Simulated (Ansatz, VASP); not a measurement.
TiAl: VASP beside Ansatz

```xyz
2
Lattice="2.8060 0.0000 0.0000 0.0000 2.8060 0.0000 0.0000 0.0000 4.0541" Properties=species:S:1:pos:R:3 pbc="T T T"
Ti    1.4030    1.4030    2.0270
Al    0.0000    0.0000    0.0000
```

Alike in both runs: functional PBE; k mesh 14 × 14 × 10; occupations gaussian, width 0.1 eV; no spin polarisation.

Ansatz relaxed the structure, and its values are those at the end. VASP's run is a single point on that final structure, the one shown.

```csv
,VASP,Ansatz
version,VASP 6.6.1,Ansatz 0.2.0
potentials or method,"VASP PAW PBE potentials, release 64 (Ti_sv, Al)","scalar-relativistic, plane waves, PAW"
plane-wave cutoff (eV),520,420
valence electrons in the cell,15,15
```

|  | VASP | Ansatz | Ansatz less VASP |
| --- | --- | --- | --- |
| gap on the k mesh at the Fermi level (eV) | none | none | - |
| pressure (GPa) | 2.0 | 2.0 | +0.05 |

A gap of «none» marks a metal or a gap that the smearing closes.
